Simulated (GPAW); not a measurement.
A run of GPAW 26.7.0:

run.py

```python
import json
import numpy as np
from ase import Atoms
from ase.dft.bandgap import bandgap
from ase.io import write
from gpaw import GPAW, PW
from gpaw.response.g0w0 import G0W0

atoms = Atoms(['Ga', 'P'],
              cell=[[0.0, 2.72525, 2.72525],
                    [2.72525, 0.0, 2.72525],
                    [2.72525, 2.72525, 0.0]],
              scaled_positions=[[0.0, 0.0, 0.0],
                                [0.75, 0.75, 0.75]],
              pbc=True)

calc = GPAW(mode=PW(400),
            xc='PBE',
            kpts={'size': (5, 5, 5), 'gamma': True},
            occupations={'name': 'fermi-dirac', 'width': 0.001},
            nbands=11,
            convergence={'density': 1e-06},
            maxiter=150,
            txt='gpaw.txt')
atoms.calc = calc
energy = atoms.get_potential_energy()
calc.write('gs.gpw')
write('result.traj', atoms)
print(f'Energy: {energy:.6f} eV')
print('Fermi level:', round(calc.get_fermi_level(), 4), 'eV')
print(f'Gap: {bandgap(calc)[0]:.4f} eV, direct: {bandgap(calc, direct=True)[0]:.4f} eV')

calc.diagonalize_full_hamiltonian(nbands=69)
calc.write('full.gpw', mode='all')

ibz = calc.get_ibz_k_points()
gap, vbm, cbm = bandgap(calc, output=None)
gap, direct, _ = bandgap(calc, direct=True, output=None)
gamma = int(np.abs(ibz).sum(1).argmin())
kpts = sorted({gamma, vbm[1], cbm[1], direct[1]})
gw = G0W0(calc='full.gpw',
          filename='gw',
          ecut=80,
          ecut_extrapolation=False,
          relbands=(-2, 2),
          kpts=kpts,
          integrate_gamma='WS',
          nbands=65,
          ppa=True,
          xc='rALDA',
          fxc_mode='GWG',
          do_GW_too=True)
gw.calculate()
results = {mode: {key: np.asarray(r[key]).tolist() for key in ['f', 'eps', 'vxc', 'exx', 'sigma', 'Z', 'qp', 'sigma_eskn']}
           for mode, r in gw.all_results.items()}
json.dump({'kpts': ibz[kpts].tolist(), 'results': results}, open('gw.json', 'w'))
for mode, r in results.items():
    f, qp = np.array(r['f']), np.array(r['qp'])
    print(mode, 'quasiparticle energies (eV):')
    print(qp.round(3))
    print(mode, 'gap:', round(qp[f < 0.5].min() - qp[f > 0.5].max(), 4), 'eV')
```

Potentials or basis: GPAW PAW data sets (gpaw-data 1.2.1), pw.

Launch:

```bash
$ OMP_NUM_THREADS=1 python run.py
```

Hardware: 1 thread of Arm Neoverse V2, on a shared host.

**Question.** How long does it take, and how much memory?

**Answer.** Run time: 77 s on 1 thread of Arm Neoverse V2 (shared host), peak memory 0.43 GiB. Counts: scf iterations 11, plane waves 745, bands 11, k points 10.
